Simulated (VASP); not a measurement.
Crystal: NiO.

```
CELL_PARAMETERS angstrom
0.00000 2.08590 2.08590
2.08590 0.00000 2.08590
2.08590 2.08590 0.00000
ATOMIC_POSITIONS crystal
Ni 0.00000 0.00000 0.00000
O 0.50000 0.50000 0.50000
```

Base run:

```yaml
Program: VASP 6.6.1
Functional: AM05
Potentials_or_basis: VASP PAW PBE potentials, release 64 (Ni, O)
Cutoff: 520 eV
k_mesh: 11 × 11 × 11
Occupations: fermi-dirac, width 0.05 eV
Spin: collinear spin, ferromagnetic start
Starting_moments: "[1.0, 0.0] μB"
```

Its results: net moment 0.95 μB per cell.

**Question.** After a change of settings the same cell gave: net moment 1.31 μB per cell. Which change was it?
A. functional from AM05 to BLYP; further incar settings from ALGO = Normal; EDIFF = 1e-06 to ALGO = Fast; EDIFF = 1e-06
B. functional from AM05 to PW91; further incar settings from ALGO = Normal; EDIFF = 1e-06 to ALGO = Normal; EDIFF = 1e-06; NBANDS = 19
C. functional from AM05 to revPBE; further incar settings from ALGO = Normal; EDIFF = 1e-06 to ALGO = Normal; EDIFF = 1e-07; NBANDS = 19
D. functional from AM05 to PBE; occupations from fermi-dirac, width 0.05 eV to gaussian, width 0.023 eV

**Answer.** B.

Caveats: a cell with one magnetic atom can't hold antiferromagnetic order, which such compounds often take.
